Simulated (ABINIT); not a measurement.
# PbO2 in ABINIT: the effect of potentials

Crystal: PbO2.

```xyz
3
Lattice="0.0000 2.7020 2.7020 2.7020 0.0000 2.7020 2.7020 2.7020 0.0000" Properties=species:S:1:pos:R:3 pbc="T T T"
Pb    0.0000    0.0000    0.0000
O     4.0530    4.0530    4.0530
O     1.3510    1.3510    1.3510
```

The cell comes from a database or a generator and needn't be the stable form of this composition.

Alike in all runs:

- Program: ABINIT 10.8.3 (patched build)
- Task: single point
- Functional: PBE
- k mesh: 9 × 9 × 9
- Occupations: fermi-dirac, width 0.05 eV
- Spin: no spin polarisation

| potentials | cutoff | pressure (GPa) |
| --- | --- | --- |
| PseudoDojo NC SR PBE v0.4.1 standard | 1143 eV | ? |
| PseudoDojo NC SR PBE v0.4 stringent | 1252 eV | 0.1 |
| SG15 NC PBE v1.2 | 1143 eV | 0.5 |
| Ansatz NC PBE | 1252 eV | 0.4 |
| SPMS NC PBE v1.0 | 1088 eV | -0.4 |
| JTH PAW PBE v2.0 | 626 eV | 0.5 |
| JTH PAW PBE v2.0 sp | 626 eV | 5.0 |

Question: What does the run with potentials PseudoDojo NC SR PBE v0.4.1 standard give?

Answer: Pressure 1.2 GPa.

Caveats: this set keeps more shells in the core, which shifts pressures and gaps (some runs).

The runs don't all hold the same shells in valence.
